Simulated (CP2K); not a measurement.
A run of CP2K 2026.2:

File ru_bands.inp:

```
&GLOBAL
  PROJECT ru_bands
  RUN_TYPE ENERGY_FORCE
  PRINT_LEVEL LOW
&END GLOBAL
&FORCE_EVAL
  METHOD QS
  STRESS_TENSOR ANALYTICAL
  &DFT
    BASIS_SET_FILE_NAME BASIS_MOLOPT_UZH
    POTENTIAL_FILE_NAME POTENTIAL_UZH
    &MGRID
      CUTOFF 450
      REL_CUTOFF 60
      NGRIDS 5
    &END MGRID
    &QS
      METHOD GPW
      EPS_DEFAULT 1.0E-10
    &END QS
    &KPOINTS
      SCHEME MONKHORST-PACK 11 11 6
      GAMMA_CENTERED T
      SYMMETRY T
      SYMMETRY_BACKEND SPGLIB
    &END KPOINTS
    &SCF
      SCF_GUESS ATOMIC
      EPS_SCF 1.0E-6
      MAX_SCF 100
      ADDED_MOS 16
      CHOLESKY OFF
      EPS_EIGVAL 1.0E-7
      &DIAGONALIZATION ON
        ALGORITHM STANDARD
      &END DIAGONALIZATION
      &MIXING ON
        METHOD BROYDEN_MIXING
        ALPHA 0.4
        BETA 1.5
        NBUFFER 8
      &END MIXING
      &SMEAR ON
        METHOD FERMI_DIRAC
        ELECTRONIC_TEMPERATURE 580.23
      &END SMEAR
    &END SCF
    &XC
      &XC_FUNCTIONAL PBE
      &END XC_FUNCTIONAL
    &END XC
    &PRINT
      &KPOINTS ON
      &END KPOINTS
      &MULLIKEN ON
      &END MULLIKEN
      &MO ON
        ENERGIES T
        OCCUPATION_NUMBERS T
        &EACH
          QS_SCF 0
        &END EACH
        ADD_LAST NUMERIC
      &END MO
      &BAND_STRUCTURE
        FILE_NAME bands.bs
        ADDED_MOS 6
        &KPOINT_SET
          UNITS B_VECTOR
          NPOINTS 6
          SPECIAL_POINT GAMMA 0.00000000 0.00000000 0.00000000
          SPECIAL_POINT M 0.50000000 0.00000000 0.00000000
          SPECIAL_POINT K 0.33333333 0.33333333 0.00000000
          SPECIAL_POINT GAMMA 0.00000000 0.00000000 0.00000000
          SPECIAL_POINT A 0.00000000 0.00000000 0.50000000
          SPECIAL_POINT L 0.50000000 0.00000000 0.50000000
          SPECIAL_POINT H 0.33333333 0.33333333 0.50000000
          SPECIAL_POINT A 0.00000000 0.00000000 0.50000000
        &END KPOINT_SET
        &KPOINT_SET
          UNITS B_VECTOR
          NPOINTS 6
          SPECIAL_POINT L 0.50000000 0.00000000 0.50000000
          SPECIAL_POINT M 0.50000000 0.00000000 0.00000000
        &END KPOINT_SET
        &KPOINT_SET
          UNITS B_VECTOR
          NPOINTS 6
          SPECIAL_POINT K 0.33333333 0.33333333 0.00000000
          SPECIAL_POINT H 0.33333333 0.33333333 0.50000000
        &END KPOINT_SET
      &END BAND_STRUCTURE
    &END PRINT
  &END DFT
  &SUBSYS
    &CELL
      ABC 2.7058000000 2.7058000000 4.4531760000
      ALPHA_BETA_GAMMA 90.0000000000 90.0000000000 119.9999999996
      PERIODIC XYZ
    &END CELL
    &COORD
      Ru  1.3529000001 0.7810971791 3.3398820000
      Ru  -0.0000000001 1.5621943585 1.1132940000
    &END COORD
    &KIND Ru
      BASIS_SET TZVP-MOLOPT-PBE-GTH-q16
      POTENTIAL GTH-PBE-q16
    &END KIND
    &PRINT
      &ATOMIC_COORDINATES ON
      &END ATOMIC_COORDINATES
      &CELL ON
      &END CELL
      &SYMMETRY ON
      &END SYMMETRY
    &END PRINT
  &END SUBSYS
  &PRINT
    &FORCES ON
    &END FORCES
    &STRESS_TENSOR ON
    &END STRESS_TENSOR
  &END PRINT
&END FORCE_EVAL
```

Potentials or basis: POTENTIAL_UZH Ru GTH-PBE-q16; TZVP-MOLOPT-PBE-GTH basis.

Run with:

```console
$ OMP_NUM_THREADS=1 cp2k.psmp -i ru_bands.inp -o ru_bands.out
```

Hardware: 1 thread of Intel(R) Xeon(R) 6975P-C (Granite Rapids), with other jobs on the host.

Problem. Estimate the wall time of this run.

Solution. Run time: 110 s on 1 thread of Intel(R) Xeon(R) 6975P-C (Granite Rapids), on a shared host, peak memory 0.42 GiB. Counts: scf iterations 13, k points 64, basis 70, bands 32, force evaluations 1.
